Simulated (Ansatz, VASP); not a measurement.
# One calculation of Y, two programs

The input INCAR:

```
SYSTEM = Y
PREC = Accurate
ENCUT = 520
EDIFF = 1E-6
ISMEAR = -1
SIGMA = 0.1
LREAL = .FALSE.
LASPH = .TRUE.
NELM = 60
ALGO = Normal
ISIF = 2
LWAVE = .FALSE.
LCHARG = .FALSE.
GGA = CA
NBANDS = 12
```

File KPOINTS:

```
regular mesh
0
G
  11 11 11
  0 0 0
```

POSCAR

```
Y
1.0
    3.0547784466      0.0000000000      0.0000000000
    0.0000000000      3.0547784466      0.0000000000
    0.0000000000      0.0000000000      3.0547784466
Y
1
Direct
    0.0000000000      0.0000000000      0.0000000000
```

Input for Ansatz:

```yaml
crystal:
  lattice:
    - [3.0547784466, 0.0, 0.0]
    - [0.0, 3.0547784466, 0.0]
    - [0.0, 0.0, 3.0547784466]
  atoms:
    - { symbol: "Y", position: [0.0, 0.0, 0.0] }
hamiltonian:
  xc: lda
  pseudopotentials:
    kind: paw
    azcp:
      "Y": "pseudopotentials/Y.paw.azcp"
basis:
  ecutwfc: 420
  fft_grid_basis: typed
kpoints:
  mp_grid: { grid: [11, 11, 11], shift: [0, 0, 0] }
magnetization:
  spin_polarized: false
scf:
  occupations: { method: fermi_dirac, width: 0.1 }
  lower_state_search: "off"
output:
  stress: true
  write_density: true
  write_potential: true
  elf: true
  volumetric_format: npy
```

Alike in both runs: task single point; functional LDA; k mesh 11 × 11 × 11; occupations fermi-dirac, width 0.1 eV; no spin polarisation.

```csv
,VASP,Ansatz
version,VASP 6.6.1,Ansatz 0.2.0
potentials or method,"VASP PAW LDA potentials, release 64 (Y_sv)","plane waves (420 eV) with PAW, scalar-relativistic"
plane-wave cutoff (eV),520,420
valence electrons in the cell,11,11
```

|  | VASP | Ansatz | Ansatz less VASP |
| --- | --- | --- | --- |
| pressure (GPa) | 2.8 | 2.9 | +0.12 |

Ansatz warned: «pseudo_functional_mismatch».
